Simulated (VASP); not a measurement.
# NbH: single point with LDA

NbH:

```
Nb H
1.0
    -1.60696    1.60696    1.98430
     1.60696   -1.60696    1.98430
     1.60696    1.60696   -1.98430
Nb H
1 1
Direct
  0.00000 0.00000 0.00000
  0.47480 0.47480 0.00000
```

The cell comes from a database or a generator and needn't be the stable form of this composition.

The cell isn't the ideal one: all H atoms moved -0.100 Å, as atom 2 along Cartesian [0 0 1].

| Quantity | Value |
| --- | --- |
| Program | VASP 6.6.1 |
| Task | single point |
| Functional | LDA |
| Potentials or basis | VASP PAW LDA potentials, release 64 (Nb_sv, H) |
| Cutoff | 520 eV |
| k mesh | 20 × 20 × 20 |
| Occupations | gaussian, width 0.15 eV |
| Spin | no spin polarisation |
| Dipole correction | no |
| Further INCAR settings | ALGO = Fast; EDIFF = 1e-07; NBANDS = 14 |

```
Pressure               : -10.3 GPa
Largest force          : 0.886 eV/Å
Band gap on the k mesh : none (metal or under the smearing width)
```

Forces in eV/Å, atoms in the order of the input:
```
Nb   0.000  0.000 -0.886
H    0.000  0.000  0.886
```

Stress tensor (GPa, compression positive):
```
-11.01   0.00   0.00
  0.00 -11.01   0.00
  0.00   0.00  -8.92
```

Levels at points of the mesh, in eV from the Fermi level:
```
           k point  band 5  band 6  band 7  band 8  band 9  band 10
(0.00, 0.00, 0.00)   -9.51   -0.70   -0.70    0.65    0.90     1.75
(0.50, 0.00, 0.00)   -4.81   -4.28   -1.59   -0.10    3.15     4.21
(0.50, 0.50, 0.00)   -8.02   -3.24    1.35    3.03    3.65     4.79
(0.50, 0.50, 0.50)   -8.06   -3.63    3.66    3.67    4.31     4.31
```

Wall time 3.6 min on 1 thread of Intel(R) Xeon(R) Platinum 8259CL CPU @ 2.50GHz (Skylake/Cascade Lake), on a shared host, peak memory 0.28 GiB.
